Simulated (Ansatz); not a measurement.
**Co: how the settings move a single-point run**

Question: which choices in the input matter for Co?

Computed with Ansatz 0.2.0 (reference: DFT, PBE, all-electron LAPW, scalar-relativistic, unless a step's input says otherwise).

## Step 1: The structure to begin with

Symmetry: Fm-3m, No. 225, cubic system. Conventional cell: a = 3.454 Å, b = 3.454 Å, c = 3.454 Å, α = 90.00°, β = 90.00°, γ = 90.00°. Co (site symmetry m-3m) is surrounded by 12 Co at 2.44 Å.

Structure file:

```xyz
1
Lattice="0.0000 1.7269 1.7269 1.7269 0.0000 1.7269 1.7269 1.7269 0.0000" Properties=species:S:1:pos:R:3 pbc="T T T"
Co    0.0000    0.0000    0.0000
```

## Step 2: Baseline

Contents of input.yaml:

```yaml
crystal:
  lattice:
    - [0.0, 1.7268776307, 1.7268776307]
    - [1.7268776307, 0.0, 1.7268776307]
    - [1.7268776307, 1.7268776307, 0.0]
  atoms:
    - { symbol: Co, position: [0.0, 0.0, 0.0], spin: 2.0 }
magnetization:
  spin_polarized: true
kpoints:
  mp_grid: { grid: [18, 18, 18] }
scf:
  occupations: { method: fermi_dirac, width: 0.05 }
hamiltonian:
  xc: pbe
  pseudopotentials: { kind: all_electron, lapw: { basis_error: 0.001 } }
output:
  forces: true
  stress: true
  eigenvalues: true
```

The run is started by

```bash
$ ansatz run input.yaml --threads 1 --pin off --max-ram 3072MiB --backend cpu --events-out ev --progress --plain --runs-dir out
```

## Step 3: Changed: n_extra_bands 8, accuracy medium

Changes to input.yaml since step 2:

```diff
@@ -13,2 +13,3 @@
   occupations: { method: fermi_dirac, width: 0.05 }
+  n_extra_bands: 8
 hamiltonian:
@@ -20 +21,2 @@
   eigenvalues: true
+accuracy: medium
```

**Question.** What will these runs give? Wanted: for each run, ending; energy change; pressure; abs. moment; force.

**Answer**, as computed:

```tsv
run	ending	energy change	pressure (GPa)	abs. moment (μB)	force (eV/Å)	cycles	time
reference	converged	0	13.9	1.75	0.00	8	27 s
1: n_extra_bands 8, accuracy medium	converged	0.0 meV/atom	13.9	1.75	0.00	8	35 s
```

Residual by cycle in the longest SCF loop of each run; runs are numbered as in the table. The quantity is the density residual dr2, in eV.

```tsv
cycle	reference	run 1
1	0.00408	0.00408
2	0.00188	0.00188
3	3.9e-4	3.7e-4
4	2.9e-5	2.8e-5
5	1.5e-6	2.0e-6
6	3.0e-8	4.9e-8
7	7.4e-10	5.4e-10
8	6.0e-12	4.5e-11
```

What this shows: Changing the band count and accuracy level leaves the energy as it was (0.0 meV/atom). The structure is not at rest: the sound run finds 14 GPa, so these are no properties of the relaxed crystal. 
